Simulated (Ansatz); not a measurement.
A run of Ansatz 0.2.0 is set up as follows.

input.yaml

```yaml
crystal:
  lattice:
    - [0.0, 3.205, 3.205]
    - [3.205, 0.0, 3.205]
    - [3.205, 3.205, 0.0]
  atoms:
    - { symbol: Te, position: [0.75, 0.75, 0.75] }
    - { symbol: Cd, position: [0.0, 0.0, 0.0] }
hamiltonian:
  xc: rpbe
  pseudopotentials: { kind: paw }
kpoints:
  mp_grid: { grid: [7, 7, 7] }
scf:
  occupations: { method: fermi_dirac, width: 0.05 }
output:
  forces: true
  stress: true
relax:
  f_tol: 0.01
  max_steps: 40
  cell: { stress_tol: 0.05 }
```

Potentials or basis: Ansatz PAW.

Command:

```console
$ ansatz run input.yaml --threads 2 --pin off --max-ram 5632MiB --backend cpu --events-out ev --progress --plain --runs-dir out
```

Q: Estimate the relaxed cell.

A: a = 4.754 Å, b = 4.754 Å, c = 4.754 Å, α = 60.00°, β = 60.00°, γ = 60.00°.

Q: Predict the space group after relaxing (to 0.05 Å).

A: F-43m (No. 216).

Q: What does it give for the relaxed volume?

A: 37.98 Å³/atom.

Step by step:
| step | energy change (eV) | largest force (eV/Å) | volume (Å³) |
| --- | --- | --- | --- |
| 1 | 0.0000 | 0.0000 | 65.84 |
| 2 | -0.1614 | 0.0000 | 75.95 |
| 3 | -0.1631 | 0.0000 | 75.95 |

Caveat: the volume moved by over 15 % at a fixed basis, so the end points are rough; the plane-wave basis is chosen anew once the cell has moved, so the energies of steps on either side of that aren't comparable; the volume moved by +15 % from the deposited cell, more than functionals usually miss; the PAW data sets come from PBE, with cores solved anew for the run's functional, which leaves a small shift of forces and pressure. Zero-point motion and thermal expansion aren't in these numbers.
